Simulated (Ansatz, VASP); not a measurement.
AlN in VASP and in Ansatz

```
Al N
1.0
     0.00000    2.03472    2.03472
     2.03472    0.00000    2.03472
     2.03472    2.03472    0.00000
Al N
1 1
Direct
  0.00000 0.00000 0.00000
  0.50000 0.50000 0.50000
```

Alike in both runs: task single point; functional PBE; k mesh 14 × 14 × 14; occupations gaussian, width 0.05 eV; no spin polarisation.

|  | VASP | Ansatz |
| --- | --- | --- |
| version | VASP 6.6.1 | Ansatz 0.2.0 |
| potentials or method | VASP PAW PBE potentials, release 64 (Al, N) | scalar-relativistic, plane waves, PAW |
| plane-wave cutoff (eV) | 520 | 420 |
| valence electrons in the cell | 8 | 8 |

Ansatz gave:

- gap on the k mesh at the Fermi level (eV): 4.44
- least direct gap on the mesh (eV): 5.39
- pressure (GPa): 0.2

**Question.** Estimate VASP's values.

**Answer.** gap on the k mesh at the Fermi level (eV): 4.42; least direct gap on the mesh (eV): 5.40; pressure (GPa): -0.1.

With one functional, cell and mesh, what is left measures potentials, basis and numerics.

A k mesh can miss the band edges. A hybrid or GW would open this gap; PBE tends to underestimate it.
